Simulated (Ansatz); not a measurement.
Run times of several calculations on CdSe with a Cd vacancy

CdSe with a Cd vacancy, cell charge -1. Cell: 31 atoms, space group P3m1, a = 8.600 Å, b = 8.600 Å, c = 14.040 Å, α = 90.00°, β = 90.00°, γ = 120.00°.

All runs are DFT with Ansatz 0.2.0 on 4 threads of Arm Neoverse V1 (aarch64; 8 cores open to the job, memory cap 10.0 GiB, no GPU), a shared host.

(1) Rank the runs by wall time, shortest first.
A. single point at relaxed positions, r2SCAN, collinear spin, 500 eV, 3×3×2 k-points, smearing 0.01 eV
B. relaxation of the ions, PBE, collinear spin, 420 eV, 3×3×2 k-points, smearing 0.01 eV
C. single point, PBE, collinear spin, 420 eV, 3×3×2 k-points, smearing 0.01 eV

Answers

(1) C (5.8 min, 6.3 GiB), A (8.4 min, 8.7 GiB), B (17 min, 7.6 GiB).
